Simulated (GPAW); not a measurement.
Crystal: La.

```
La
1.0
     3.75000    0.00000    0.00000
    -1.87500    3.24760    0.00000
     0.00000    0.00000    6.07000
La
2
Direct
  0.66667 0.33333 0.75000
  0.33333 0.66667 0.25000
```

This isn't the form of La at room conditions, which is double hcp.

| Property | Result |
| --- | --- |
| Program | GPAW 26.7.0 |
| Task | relaxation of cell and atoms |
| Functional | r2SCAN |
| Dispersion | D3(BJ) |
| Potentials or basis | GPAW PAW data sets (gpaw-data 1.2.1) |
| Cutoff | 800 eV |
| Basis | pw |
| k mesh | 6 × 6 × 3 |
| Occupations | fermi-dirac, width 0.05 eV |
| Spin | no spin polarisation |

At the start: pressure -0.3 GPa; volume 36.96 Å³/atom.

Problem. How do energy, volume and symmetry change on relaxing?

Solution. Over 7 steps the energy falls by 6.6 meV/atom and the volume is 36.69 Å³/atom (-0.7 %); space group P6_3/mmc (No. 194, to 0.05 Å).

Step by step:
| step | energy change (eV) | largest force (eV/Å) | pressure (GPa) | volume (Å³) |
| --- | --- | --- | --- | --- |
| 1 | 0.0000 | 0.0001 | -0.30 | 73.92 |
| 2 | -0.0011 | 0.0001 | -0.26 | 73.81 |
| 3 | -0.0091 | 0.0001 | 0.30 | 72.46 |
| 4 | -0.0102 | 0.0002 | 0.38 | 72.33 |
| 5 | -0.0116 | 0.0002 | 0.37 | 72.42 |
| 6 | -0.0127 | 0.0003 | 0.23 | 72.80 |
| 7 | -0.0131 | 0.0004 | 0.02 | 73.39 |

Final structure:
```
CELL_PARAMETERS angstrom
3.80330 0.00000 0.00000
-1.90165 3.29375 0.00000
0.00000 0.00000 5.85814
ATOMIC_POSITIONS crystal
La 0.66667 0.33333 0.75000
La 0.33333 0.66667 0.25000
```

Caveat: one-centre terms of the f shell are cut off; later steps reuse the first step's grids; the PAW data sets were made with another functional, which shifts forces and pressure a little; pairwise dispersion overbinds metals, which lowers pressure and volume.
